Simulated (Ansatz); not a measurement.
**BN: properties at the relaxed cell**

The task here is to estimate one member of a computed series from the others.

The COD entry's cell or inner coordinates are ideal or old and differ from later refinements, so a difference from it is no clean test against experiment.

Computed with Ansatz 0.2.0 (DFT PBE+D3(BJ), scalar-relativistic, plane waves, PAW, unless a step's input says otherwise).

## The starting structure

Symmetry: P6_3/mmc, No. 194, hexagonal system. Conventional cell: a = 2.506 Å, b = 2.506 Å, c = 6.614 Å, α = 90.00°, β = 90.00°, γ = 120.00°. B (site symmetry -6m2) has 3 N at 1.45 Å as nearest neighbours. N (site symmetry -6m2) has 3 B at 1.45 Å as nearest neighbours.

Structure file:

```
B N
1.0
     2.50643    0.00000    0.00000
    -1.25321    2.17063    0.00000
     0.00000    0.00000    6.61412
B N
2 2
Direct
  0.33333 0.66667 0.25000
  0.66667 0.33333 0.75000
  0.33333 0.66667 0.75000
  0.66667 0.33333 0.25000
```

This cell was relaxed beforehand with the same method: volume 9.00 Å³/atom, gap on the mesh 4.27 eV.

Set-up of the first run:

File input.yaml:

```yaml
crystal:
  lattice:
    - [2.4811062532, 0.0, 0.0]
    - [-1.2405531266, 2.1487010448, 0.0]
    - [0.0, 0.0, 6.5473099869]
  atoms:
    - { symbol: B, position: [0.3333333333, 0.6666666667, 0.25] }
    - { symbol: B, position: [0.6666666667, 0.3333333333, 0.75] }
    - { symbol: "N", position: [0.3333333333, 0.6666666667, 0.75] }
    - { symbol: "N", position: [0.6666666667, 0.3333333333, 0.25] }
basis:
  ecutwfc: 420
kpoints:
  mp_grid: { grid: [12, 12, 4] }
hamiltonian:
  xc: pbe
  dispersion: d3bj
scf:
  occupations: { method: gaussian, width: 0.02 }
output:
  forces: true
  stress: true
  eigenvalues: true
relax:
  adjacent_minimum: "off"
  f_tol: 0.01
  max_steps: 30
  cell: { stress_tol: 0.1, fix: [volume] }
```

Started as:

```console
$ ansatz run input.yaml --threads 1 --pin off --max-ram 2560MiB --backend cpu --events-out ev --progress --plain --runs-dir out
```

Among the steps run: Point at V/V0 = 0.97; The cell scaled to 1.03 of its volume; Volume × 0.94; The cell scaled to 1.06 of its volume; Volume × 0.91; The cell scaled to 1.10 of its volume; The cell scaled to 0.88 of its volume.

One of the session's tables, all rows but one given; the rest of the session is left out.

It belongs to the step «Energy against volume». 

| volume (Å³/atom) | energy above the lowest point (meV/atom) | pressure (GPa) | gap on the mesh (eV) |
| --- | --- | --- | --- |
| 7.917 | 17.9 | 6.58 | 4.11 |
| 8.186 | 8.9 | 4.18 | 4.11 |
| 8.456 | 3.5 | 2.34 | 4.15 |
| 8.726 | 0.8 | 0.98 | 4.21 |
| 8.996 | 0.0 | 0.00 | 4.27 |
| 9.266 | ? | ? | ? |
| 9.536 | 2.2 | -1.15 | 4.35 |
| 9.896 | 5.2 | -1.50 | 4.40 |

Q: Estimate the row for volume (Å³/atom) = 9.266 from the others.

Worked estimate for «energy above the lowest point (meV/atom)». A straight line through the neighbours (8.996, 0.0) and (9.536, 2.2) gives 0.0 + (2.2 − 0.0) × (9.266 − 8.996) / (9.536 − 8.996) = 1.1; a parabola fitted to 4 rows on both sides gives 0.7.

**Answer.** energy above the lowest point (meV/atom): 0.6; pressure (GPa): -0.69; gap on the mesh (eV): 4.31. In «energy above the lowest point (meV/atom)» the line misses by +0.5 and the parabola by +0.1.
